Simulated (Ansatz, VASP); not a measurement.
VN2: VASP beside Ansatz

```
V N
1.0
    -2.16608    2.16608    2.48497
     2.16608   -2.16608    2.48497
     2.16608    2.16608   -2.48497
V N
2 4
Cartesian
  0.0000 0.0000 1.2425
  0.0000 0.0000 3.7275
  2.6572 0.4911 0.0000
  1.6750 0.4911 2.4850
  -0.4911 1.6750 2.4850
  0.4911 1.6750 0.0000
```

Alike in both runs: functional r2SCAN; k mesh 12 × 12 × 12; occupations gaussian, width 0.1 eV; no spin polarisation.

Ansatz relaxed the structure, and its values are those at the end. VASP's run is a single point on that final structure, the one shown.

|  | VASP | Ansatz |
| --- | --- | --- |
| version | VASP 6.6.1 | Ansatz 0.2.0 |
| potentials or method | VASP PAW PBE potentials, release 64 (V_sv, N) | scalar-relativistic, plane waves, PAW |
| plane-wave cutoff (eV) | 520 | 500 |
| valence electrons in the cell | 46 | 46 |

VASP gave:

| Quantity | Value |
| --- | --- |
| gap on the k mesh at the Fermi level (eV) | none |
| pressure (GPa) | -8.0 |
| rms of the force components (eV/Å) | 0.037 |

Problem. What did Ansatz give for the same quantities?

Solution. gap on the k mesh at the Fermi level (eV): none; pressure (GPa): -9.4; rms of the force components (eV/Å): 0.000.

A gap of «none» marks a metal or a gap that the smearing closes.

Caveats: the PAW data sets were made with another functional, which shifts forces and pressure a little (VASP); the run has no spin polarisation, though such a crystal can be magnetic.
